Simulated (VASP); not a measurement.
Here is a VASP 6.6.1 calculation.

INCAR

```
SYSTEM = Li2S
PREC = Accurate ; ENCUT = 520
EDIFF = 1E-8 ; ISMEAR = -1
SIGMA = 0.02 ; LREAL = .FALSE.
LASPH = .TRUE. ; NELM = 100
ALGO = Fast ; ISIF = 2
LWAVE = .FALSE. ; LCHARG = .FALSE.
GGA = PE ; LEFG = .TRUE.
NBANDS = 13
```

KPOINTS

```
regular mesh
0
G
  7 7 7
  0 0 0
```

File POSCAR:

```
Li2S
1.0
    0.0000000000      2.8540000000      2.8540000000
    2.8540000000      0.0000000000      2.8540000000
    2.8540000000      2.8540000000      0.0000000000
Li S
2 1
Direct
    0.2500000000      0.2500000000      0.2500000000
    0.7500000000      0.7500000000      0.7500000000
    0.0000000000      0.0000000000      0.0000000000
```

Potentials or basis: VASP PAW PBE potentials, release 64 (Li_sv, S).

Run with:

```sh
$ cat potpaw_PBE.64/Li_sv/POTCAR potpaw_PBE.64/S/POTCAR > POTCAR
$ mpirun -np 1 vasp_std > vasp.out
```

(1) What does it give for the band gap on the k mesh?

Results:

(1) 3.54 eV, indirect (least direct gap 4.25 eV).

Caveat: an odd mesh through Γ misses points on the zone boundary, where band edges often lie.
